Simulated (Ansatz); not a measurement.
# 5-layer honeycomb BAs (AA') in a perpendicular field, part 2 of 2

Aim: how the 5-layer honeycomb BAs (AA') screens a field along its normal, and what the field does to its bands. A positive field points along +c.

Ansatz 0.2.0; plane-wave DFT, PBE-D3(BJ), Ansatz PAW.

So far. Step 2 (Relaxing the slab): The lattice constant a goes from 3.390 to 3.370 Å.

## (3) Single point, field 0, start network

A sawtooth potential applies the field, turning back in the middle of the vacuum. With the dipole correction the typed value is the field outside the slab. The induced dipole is small, so the SCF threshold is tight.

The cell differs from the one that the last finished run ended in (c 55.000 → 33.827 Å).

The input, input.yaml:

```yaml
crystal:
  lattice:
    - [3.3695742155, 0.0, 0.0]
    - [-1.6847871077, 2.9181368705, 0.0]
    - [0.0, 0.0, 33.8273904579]
  atoms:
    - { symbol: As, position: [0.6666666667, 0.3333333333, 0.2662691718] }
    - { symbol: B, position: [0.3333333333, 0.6666666667, 0.2660565855] }
    - { symbol: As, position: [0.3333333333, 0.6666666667, 0.3838153709] }
    - { symbol: B, position: [0.6666666667, 0.3333333333, 0.3837886988] }
    - { symbol: As, position: [0.6666666667, 0.3333333333, 0.5] }
    - { symbol: B, position: [0.3333333333, 0.6666666667, 0.5] }
    - { symbol: As, position: [0.3333333333, 0.6666666667, 0.6161846291] }
    - { symbol: B, position: [0.6666666667, 0.3333333333, 0.6162113012] }
    - { symbol: As, position: [0.6666666667, 0.3333333333, 0.7337308282] }
    - { symbol: B, position: [0.3333333333, 0.6666666667, 0.7339434145] }
kpoints:
  mp_grid: { grid: [18, 18, 1] }
  band_path:
    path: [[0, 0, 0], [0.5, 0, 0], [0.33333333, 0.33333333, 0], [0, 0, 0]]
    npoints: 16
hamiltonian:
  xc: pbe
  dispersion: d3bj
scf:
  occupations: { method: fermi_dirac, width: 0.02585 }
  convergence: { dr2_threshold: 1.0e-10 }
efield:
  axis: 3
  dipole_correction: true
  ramp_position: 0.97
  ramp_width: 0.06
  amplitude: 0
output:
  dos: { projected: true, e_range: [-6, 5] }
  write_potential: true
  write_density: true
  volumetric_format: npy
  elf: true
```

On the command line:

```console
> ansatz run input.yaml --threads 4 --pin off --max-ram 8192MiB --backend cpu --events-out ev --progress --plain --runs-dir out
```

Numbers of over 12 decimals in the logs are rounded to 6 here.

What it wrote:

```text
[...]
Crystal: 10 atoms, lattice volume = 332.621 Å³
Basis set: ecut = 420 eV, 6569 PW (Γ)
Bands: 55, of which v1, the nominal top of the filled ones, is band 45 counted from 1 (44 counted from 0)
Symmetry: 6 space group operations
k-points: 37 of 324 (time reversal used)
[...]
SCF iter   1: F=—  HF=-25058.616440 eV  |F-HF|=—  |Δ(HF+E_count)|=         —  Δρ=1.88e-3  dr2=1.36e-2  ethr=1.77e-3  p=0.000 e·Å  D=9.43e-14 V/Å  ΔV_dip=-0.00 eV  dr2_dipole=1.23e-7  V_vac-E_F(+/−)=4.49/4.49 eV  ⟨swp⟩=8.2  Hψ=8673  notcnv=0
efield: sawtooth ramp at fractional position 0.9700 (set: `efield.ramp_position`, or a place that a band, a saddle search or an elastic batch's reference lends), width 0.0600; the density the first Hamiltonian is built on has a dipole p = 0.000 e·Å; the dipole correction subtracts the counter field D = 9.43e-14 V/Å, which shifts the + side's vacuum level by -0.00 eV against the − side's; the planar-averaged density in the ramp window peaks in size at 2.9e-5 e/Å³
[...]
SCF iter   2: F=—  HF=-25058.617524 eV  |F-HF|=—  |Δ(HF+E_count)|=   1.08e-3  Δρ=7.99e-4  dr2=1.47e-3  ethr=1.51e-5  p=0.000 e·Å  D=6.65e-5 V/Å  ΔV_dip=-0.00 eV  dr2_dipole=2.26e-7  V_vac-E_F(+/−)=4.58/4.58 eV  ⟨swp⟩=2.8  Hψ=3717  notcnv=0  defer=130
[...]
SCF iter  11: F=-25058.619325 eV  HF=-25058.619325 eV  |F-HF|=1.82e-11  |Δ(HF+E_count)|=  7.28e-12  Δρ=5.56e-8  dr2=1.00e-11  ethr=1.00e-12  p=-0.000 e·Å  D=-2.08e-8 V/Å  ΔV_dip=0.00 eV  dr2_dipole=9.86e-15  V_vac-E_F(+/−)=4.58/4.58 eV  ⟨swp⟩=3.0  Hψ=5378  notcnv=0
SCF 1 converged in 11 iterations: F = -25058.619325 eV  dr2 = 1.00e-11
[...]
NSCF: frozen V_eff on 49 k-points
efield: sawtooth ramp at fractional position 0.9700 (kept from the solve that this one continues, or follows in the run), width 0.0600; the density the first Hamiltonian is built on has a dipole p = -0.000 e·Å; the dipole correction subtracts the counter field D = -2.08e-8 V/Å, which shifts the + side's vacuum level by +0.00 eV against the − side's; the planar-averaged density in the ramp window peaks in size at 1.1e-7 e/Å³
[...]
SCF converged after 11 iterations
Free energy (F): -25058.619325 eV
[...]
Internal energy: -25058.619325 eV  (E = F + TS)
E sigma→0 (E₀):  -25058.619325 eV
Entropy (-TS):   -0.000000 eV (-0.000 meV/atom)
Fermi energy:    1.857015 eV
Dipole field:    D = 0.000000 V/Å  (p = 0.000000 e·Å, saw-weighted, corrected)
Work function:   Φ+ = 4.5815 eV   Φ− = 4.5815 eV
Levels:          The Fermi level and band energies are counted from a zero that moves with the ramp; work functions are not
[...]
--- Band table (eV; the first three rows and the last of 37) ---
  k-point 0: bands = [... 41 lower, 0.0029, 0.0029, 0.0178, 0.0178, 5.1575, 5.2193, 5.2864, 5.3591, ... 6 higher]
  k-point 1: bands = [... 41 lower, -0.1387, -0.1136, -0.0952, -0.0798, 5.2108, 5.3470, 5.3922, 5.4349, ... 6 higher]
  k-point 2: bands = [... 41 lower, -0.4001, -0.3738, -0.3543, -0.3379, 5.3465, 5.3590, 5.4039, 5.4723, ... 6 higher]
  k-point 36: bands = [... 41 lower, 1.0952, 1.3223, 1.3334, 1.4882, 2.1994, 2.3667, 2.4099, 2.6922, ... 6 higher]
```

The job ended after 40 s (4 threads of Arm Neoverse V2, shared host; peak memory 1.1 GiB; 2.6 min of CPU time).

This step gave:

```
dipole along the normal            : 1.52e-7 e·Å
gap along the path                 : 0.6184 eV
smallest direct gap along the path : 0.6889 eV
ionisation energy, upper face      : 4.868 eV
electron affinity, upper face      : 4.250 eV
gap, the smaller of path and mesh  : 0.6184 eV
```

Running mean over a fixed 2.7 Å (it still follows the layers) of the planar mean; the ramp of the sawtooth is left out. Electron's electrostatic potential energy less the Fermi level against z:

z (Å), electron's electrostatic potential energy less the Fermi level (eV) and a bar from the least value:
```
        4       4.58 ##############################
        5       4.58 ##############################
        6       4.51 ##############################
        7       3.27 ##########################
        8      -1.83 ########
        9      -4.20 
       10      -1.96 ########
       11       1.85 #####################
       12      -2.02 #######
       13      -4.21 
       14      -1.87 ########
       15       1.65 ####################
       16      -2.34 ######
       17      -4.20 
       18      -1.52 #########
       19       1.59 ####################
       20      -2.66 #####
       21      -4.18 
       22      -1.17 ##########
       23       1.68 ####################
       24      -2.73 #####
       25      -4.14 
       26      -0.91 ###########
       27       3.77 ###########################
       28       4.54 ##############################
       29       4.58 ##############################
       30       4.58 ##############################
```

The density of states has structure finer than the step of the table below, so its rows give means over 0.25 eV, whole bins alone (the curve runs from -6 to 2.33 eV). Peaks (eV: height): -4.040: 8.13, -3.380: 6.44, -2.990: 6.52, -2.880: 6.76, -1.840: 4.56, -1.450: 3.77, 0.370: 4.16.

Table of density of states by energy, zero at the Fermi level of the run, which the smearing sets inside the gap; means over each step:

energy (eV), density of states (states/eV a cell) and a bar:
```
    -5.75       2.83 ############
    -5.50       2.91 ############
    -5.25       3.07 #############
    -5.00       3.66 ###############
    -4.75       4.27 #################
    -4.50       4.52 ##################
    -4.25       5.38 ######################
    -4.00       7.34 ##############################
    -3.75       5.99 ########################
    -3.50       4.89 ####################
    -3.25       5.27 ######################
    -3.00       4.99 ####################
    -2.75       4.83 ####################
    -2.50       4.71 ###################
    -2.25       4.74 ###################
    -2.00       4.37 ##################
    -1.75       3.13 #############
    -1.50       2.94 ############
    -1.25       2.46 ##########
    -1.00       2.33 ##########
    -0.75       2.03 ########
    -0.50       1.54 ######
    -0.25       0.34 #
     0.00       0.00 
     0.25       0.32 #
     0.50       2.39 ##########
     0.75       2.08 ########
     1.00       2.39 ##########
     1.25       2.22 #########
     1.50       2.60 ###########
     1.75       2.45 ##########
     2.00       2.83 ############
```

Projected DOS per atom over height of the atomic layer and energy from the Fermi level. Layers: BAs BAs BAs BAs BAs from below.

Ten even steps from '_' (0.000 states/eV) to '@' (0.687 states/eV), each cell a mean:
```
==========
----------
----::----
--::--::--
::--::--::
__......__
__________
..::::::..
::------::
==------==
==--==--==
**********
**********
##########
##########
##########
@@@@@@@@@@
####%%####
++******++
==++++++==
==========
==========
```
Columns: height of the atomic layer (Å) from 9.00 to 24.8; rows upwards: energy from the Fermi level (eV) from -5.96 to 2.32.

The electronic bands at the labelled points (eV, zero at the Fermi level of the run, which the smearing sets inside the gap):

```csv
point,band 42,band 43,band 44,band 45,band 46,band 47,band 48,band 49
Γ,-1.85,-1.85,-1.84,-1.84,3.30,3.36,3.43,3.50
halfway,-3.10,-3.08,-2.91,-2.48,2.76,2.82,2.90,2.98
M,-1.82,-1.44,-1.04,-0.71,0.36,0.63,1.04,1.51
halfway,-1.47,-1.10,-0.72,-0.45,0.34,0.55,0.91,1.34
K,-0.76,-0.53,-0.52,-0.37,0.34,0.51,0.55,0.84
halfway,-3.50,-3.08,-2.60,-2.18,3.25,3.48,3.79,4.10
Γ,-1.85,-1.85,-1.84,-1.84,3.30,3.36,3.43,3.50
```

Electrostatic potential energy in the ca plane at fractional y = 0.333, with atoms of As and B within 0.2 Å of it. With pseudopotentials it is smooth inside the atoms' cores, unlike the true potential.

Ten even steps from '0' (-17 eV) to '9' (6 eV), each cell a mean:
```
99999999999999999998511258999987545799999741
99999999999999999986146327999985001589998514
99999999999999999985189715899972000489998429
99999999999999999985179616899983000489998417
99999999999999999997312147999986313789999721
99999999999999999998743578999987656799999864
99999999999999999999876789999987435789999987
99999999999999999999876789999987434789999987
99999999999999999999866789999987656799999876
```
Columns run along c (16.0 Å, from fractional 0.03 to 0.50 of the cell; values clipped at the 3rd and 97th percentile), rows up along a (3.4 Å). Atoms in or near the plane, at fractional coordinates: As at (0.27, 0.67), B at (0.38, 0.67), As at (0.50, 0.67).

Valence density in the ca plane at fractional y = 0.333, with atoms of As and B within 0.2 Å of it. It is the smooth field of the valence electrons, not physical close to the nuclei.

Values in e/Å³, 5 rows by 16 columns, each cell a mean:
```
 0  0  0  0  0  0  0  1  2  0  0  0  1  0  0  1
 0  0  0  0  0  0  0  5 12  0  0  0  0  0  0  6
 0  0  0  0  0  0  0  1  2  0  0  0  1  0  0  1
 0  0  0  0  0  0  0  0  0  0  0  0  0  0  0  0
 0  0  0  0  0  0  0  0  0  0  0  0  0  0  0  0
```
Columns run along c (16.0 Å, from fractional 0.03 to 0.50 of the cell), rows up along a (3.4 Å). Atoms in or near the plane, at fractional coordinates: As at (0.27, 0.67), B at (0.38, 0.67), As at (0.50, 0.67).

ELF in the ca plane at fractional y = 0.333, with atoms of As and B within 0.2 Å of it. It is the smooth field of the valence electrons, not physical close to the nuclei.

Ten even steps from '0' (0.00) to '9' (0.79), each cell a mean:
```
00000000000000001367888887400268999852015788
00000000000000013688754578610267656752027875
00000000000000014788722378610255102552027862
00000000000000013688742478610256324652027873
00000000000000002578876788500268888852016887
00000000000000001246888886200368998752004688
00000000000000000124677753100356666652002467
00000000000000000023566643100356666652001356
00000000000000000135788874200357888752002578
```
Columns run along c (16.0 Å, from fractional 0.03 to 0.50 of the cell), rows up along a (3.4 Å). Atoms in or near the plane, at fractional coordinates: As at (0.27, 0.67), B at (0.38, 0.67), As at (0.50, 0.67).

The gap is 0.62 eV, with the valence edge 4.87 eV and the conduction edge 4.25 eV under the upper vacuum level.

## (4) Single point, field 0.1 V/Å

input.yaml, as its differences from that of step 3:

```diff
@@ -30,7 +30,6 @@
   dipole_correction: true
-  ramp_position: 0.97
-  ramp_width: 0.06
-  amplitude: 0
+  ramp_position: 0.967
+  ramp_width: 0.0661
+  amplitude: 0.1
 output:
-  dos: { projected: true, e_range: [-6, 5] }
   write_potential: true
@@ -38,2 +37 @@
   volumetric_format: npy
-  elf: true
```

What it wrote:

```text
[...]
Crystal: 10 atoms, lattice volume = 332.621 Å³
Basis set: ecut = 420 eV, 6569 PW (Γ)
Bands: 55, of which v1, the nominal top of the filled ones, is band 45 counted from 1 (44 counted from 0)
Symmetry: 6 space group operations
k-points: 37 of 324 (time reversal used)
[...]
k-point 0: bands = [... 41 lower, 0.0262, 0.0262, 0.1038, 0.1038, 5.0550, 5.1917, 5.2849, 5.3831, ... 6 higher]
  k-point 1: bands = [... 41 lower, -0.1700, -0.1204, -0.0721, 0.0055, 5.1095, 5.3149, 5.3983, 5.4677, ... 6 higher]
  k-point 2: bands = [... 41 lower, -0.4307, -0.3807, -0.3316, -0.2540, 5.2507, 5.3209, 5.3952, 5.4674, ... 6 higher]
  k-point 36: bands = [... 41 lower, 1.0837, 1.3054, 1.3297, 1.5271, 2.1696, 2.3611, 2.4271, 2.6994, ... 6 higher]
[key lines of the parts left out:]
SCF converged after 13 iterations
Free energy (F): -25058.623777 eV
Fermi energy:    1.860680 eV
Dipole field:    D = 0.048464 V/Å  (p = 0.089086 e·Å, saw-weighted, corrected)
```

Wall time 43 s (4 threads); peak memory 1 GiB.

The dipole is 0.0891 e·Å, and the gap 0.587 eV.

## (5) Single point, field -0.1 V/Å

input.yaml, as its differences from that of step 4:

```diff
@@ -32,3 +32,3 @@
   ramp_width: 0.0661
-  amplitude: 0.1
+  amplitude: -0.1
 output:
```

What it wrote:

```text
[...]
Crystal: 10 atoms, lattice volume = 332.621 Å³
Basis set: ecut = 420 eV, 6569 PW (Γ)
Bands: 55, of which v1, the nominal top of the filled ones, is band 45 counted from 1 (44 counted from 0)
Symmetry: 6 space group operations
k-points: 37 of 324 (time reversal used)
[...]
k-point 0: bands = [... 41 lower, 0.0264, 0.0264, 0.1040, 0.1040, 5.0552, 5.1918, 5.2851, 5.3833, ... 6 higher]
  k-point 1: bands = [... 41 lower, -0.1698, -0.1202, -0.0719, 0.0057, 5.1096, 5.3151, 5.3985, 5.4678, ... 6 higher]
  k-point 2: bands = [... 41 lower, -0.4305, -0.3806, -0.3314, -0.2538, 5.2509, 5.3211, 5.3954, 5.4675, ... 6 higher]
  k-point 36: bands = [... 41 lower, 1.0839, 1.3056, 1.3299, 1.5273, 2.1698, 2.3613, 2.4273, 2.6995, ... 6 higher]
[key lines of the parts left out:]
SCF converged after 13 iterations
Free energy (F): -25058.623777 eV
Fermi energy:    1.860854 eV
Dipole field:    D = -0.048464 V/Å  (p = -0.089086 e·Å, saw-weighted, corrected)
```

The job ended after 42 s (4 threads; peak memory 1 GiB).

The dipole is -0.0891 e·Å, and the gap 0.587 eV.

## (6) Single point, field 0.2 V/Å

input.yaml, as its differences from that of step 5:

```diff
@@ -32,3 +32,3 @@
   ramp_width: 0.0661
-  amplitude: -0.1
+  amplitude: 0.2
 output:
```

What it wrote:

```text
[...]
Crystal: 10 atoms, lattice volume = 332.621 Å³
Basis set: ecut = 420 eV, 6569 PW (Γ)
Bands: 55, of which v1, the nominal top of the filled ones, is band 45 counted from 1 (44 counted from 0)
Symmetry: 6 space group operations
k-points: 37 of 324 (time reversal used)
[...]
k-point 0: bands = [... 41 lower, 0.0626, 0.0626, 0.2070, 0.2070, 4.8518, 5.1238, 5.2600, 5.3769, ... 6 higher]
  k-point 1: bands = [... 41 lower, -0.1198, -0.0914, -0.0358, 0.1086, 4.9053, 5.2418, 5.3717, 5.4685, ... 6 higher]
  k-point 2: bands = [... 41 lower, -0.4702, -0.3801, -0.2956, -0.1511, 5.0571, 5.2365, 5.3596, 5.4582, ... 6 higher]
  k-point 36: bands = [... 41 lower, 1.0593, 1.2657, 1.3475, 1.5998, 2.1053, 2.3470, 2.4566, 2.7183, ... 6 higher]
[key lines of the parts left out:]
SCF converged after 13 iterations
Free energy (F): -25058.637160 eV
Fermi energy:    1.863261 eV
Dipole field:    D = 0.097226 V/Å  (p = 0.178718 e·Å, saw-weighted, corrected)
```

Elapsed: 43 s, on 4 threads; peak memory 1 GiB; 2.8 min of CPU time.

The dipole is 0.179 e·Å, and the gap 0.490 eV.

## (7) Atoms held, field 0.3 V/Å

input.yaml, as its differences from that of step 6:

```diff
@@ -30,5 +30,5 @@
   dipole_correction: true
-  ramp_position: 0.967
-  ramp_width: 0.0661
-  amplitude: 0.2
+  ramp_position: 0.9649
+  ramp_width: 0.0703
+  amplitude: 0.3
 output:
```

What it wrote:

```text
[...]
Crystal: 10 atoms, lattice volume = 332.621 Å³
Basis set: ecut = 420 eV, 6569 PW (Γ)
Bands: 55, of which v1, the nominal top of the filled ones, is band 45 counted from 1 (44 counted from 0)
Symmetry: 6 space group operations
k-points: 37 of 324 (time reversal used)
[...]
k-point 0: bands = [... 41 lower, 0.0957, 0.0957, 0.3015, 0.3015, 4.5902, 5.0384, 5.2206, 5.3297, ... 6 higher]
  k-point 1: bands = [... 41 lower, -0.1203, -0.0027, 0.0029, 0.2031, 4.6433, 5.1520, 5.3248, 5.4063, ... 6 higher]
  k-point 2: bands = [... 41 lower, -0.5055, -0.3806, -0.2627, -0.0568, 4.8005, 5.1412, 5.3212, 5.4485, ... 6 higher]
  k-point 36: bands = [... 41 lower, 1.0287, 1.2395, 1.3676, 1.6730, 2.0342, 2.3296, 2.4791, 2.7429, ... 6 higher]
[key lines of the parts left out:]
SCF converged after 14 iterations
Free energy (F): -25058.659556 eV
Fermi energy:    1.862633 eV
Dipole field:    D = 0.146565 V/Å  (p = 0.269412 e·Å, saw-weighted, corrected)
```

Run time: 45 s. Hardware: 4 threads; peak memory 1 GiB.

The dipole is 0.269 e·Å, and the gap 0.360 eV.

## (8) Response, atoms held

This step: plane-wave DFT, PBE-D3(BJ), Ansatz PAW; response to a field along the normal, atoms held (Ansatz 0.2.0).

The dipoles give the slope, and the difference of two potentials shows where the field is screened.

Numbers from this step:

```yaml
equivalent_conductor_thickness_p_eps_0ae: 16.39 Å
distance_between_the_outer_atoms: 15.83 Å
```

Dipole of the cell against applied field:

```csv
applied field (V/Å),dipole of the cell (e·Å)
-0.100,-0.0891
0.000,0
0.100,0.0891
0.200,0.179
0.300,0.269
```

Local field over the applied field, running mean. From the potentials at -0.1 and 0.1 V/Å; running mean over 2.8 Å. The local field over applied field by z:

```csv
z (Å),local field over applied field
4.5,0.998
5.0,0.992
5.5,0.977
6.0,0.936
6.5,0.849
7.0,0.704
7.5,0.537
8.0,0.378
8.5,0.236
9.0,0.147
9.5,0.139
10.0,0.184
10.5,0.219
11.0,0.225
11.5,0.212
12.0,0.173
12.5,0.118
13.0,0.0825
13.5,0.0869
14.0,0.117
14.5,0.139
15.0,0.143
15.5,0.135
16.0,0.109
16.5,0.0769
17.0,0.0667
17.5,0.0868
18.0,0.120
18.5,0.139
19.0,0.143
19.5,0.134
20.0,0.106
20.5,0.0811
21.0,0.0904
21.5,0.137
22.0,0.189
22.5,0.219
23.0,0.226
23.5,0.211
24.0,0.166
24.5,0.133
25.0,0.169
25.5,0.281
26.0,0.432
26.5,0.595
27.0,0.759
27.5,0.886
28.0,0.954
28.5,0.984
29.0,0.995
29.5,0.998
```

The induced electron density oscillates, so the rows of the table below give means over windows of 1 Å about each position, cut where the curve ends. Its maxima inside the range that stand out by 2 % of the span (Å: e/Å³ per V/Å): 7.9: 0.00396, 9.4: 1.4e-4, 11.8: 0.00198, 13.4: 3.2e-5, 15.8: 0.00128, 19.7: 0.00125, 20.9: 1.5e-4, 23.7: 0.00191, 24.9: 3.7e-4. Its minima: 8.9: -3.7e-4, 10.1: -0.00191, 13.0: -1.5e-4, 14.1: -0.00125, 18.0: -0.00128, 20.4: -3.2e-5, 22.0: -0.00198, 24.4: -1.4e-4, 25.9: -0.00396.

Electrons, planar mean, per unit field. Induced electron density against z; means over each step:

```csv
z (Å),induced electron density (e/Å³ per V/Å)
5,3.2e-5
6,3.0e-4
7,0.00183
8,0.00307
9,-4.6e-5
10,-0.00130
11,-1.7e-5
12,0.00149
13,-2.8e-5
14,-9.0e-4
15,8.0e-5
16,8.8e-4
17,-3.8e-5
18,-9.9e-4
19,2.5e-4
20,7.3e-4
21,-8.7e-5
22,-0.00159
23,5.0e-4
24,0.00101
25,-1.6e-4
26,-0.00338
27,-0.00141
28,-2.1e-4
29,-2.1e-5
```

The smaller of the gaps on the path and on the k-mesh, counted as 0 under 0.03 eV. The gap by applied field:

```csv
applied field (V/Å),gap (eV)
-0.100,0.587
0.000,0.618
0.100,0.587
0.200,0.490
0.300,0.360
```

By hand: between -0.1 and 0.1 V/Å the dipole changes by 0.1782 e·Å, a slope of 0.8909 e·Å²/V. A perfect conductor of thickness t has p = ε₀AEt, so t = 180.95 × 0.8909 / 9.833 = 16.39 Å (e/ε₀ = 180.95 V·Å, A in Å²).

The induced dipole is that of a conductor 16.39 Å thick.

## (9) What came out

| Quantity | Value |
| --- | --- |
| gap without field | 0.618 eV |
| ionisation energy, upper face | 4.87 eV |
| electron affinity, upper face | 4.25 eV |
| equivalent conductor thickness, atoms held | 16.4 Å |

The induced dipole equals that of a perfect conductor 16.39 Å thick, while the outer atoms lie 15.83 Å apart; an out-of-plane ε follows only once a thickness t is chosen, by 1 − 1/ε = 16.39 Å / t. The gap goes from 0.62 eV to 0.36 eV at 0.3 V/Å. Semilocal functionals give gaps that are too small, and excitons are not included. Atoms moved by up to 1.9 Å in the relaxation, so the end structure is to be read from its coordinates and not from the name. Spin-orbit coupling is left out.

[Logs are printed without paths, hosts, clocks, repeated set-up lines and the standing remarks that a program may print on its own settings, such as how far it seeks lower states.]

[Hosts, paths, dates, database ids (printed as entryN), source tags and the programs' standing remarks are cut or masked in the printed files.]

[Maps of the electrostatic potential energy from Ansatz leave out the sawtooth potential of an applied field or a dipole correction, so their vacuum need not be flat; planar profiles and work functions include it.]
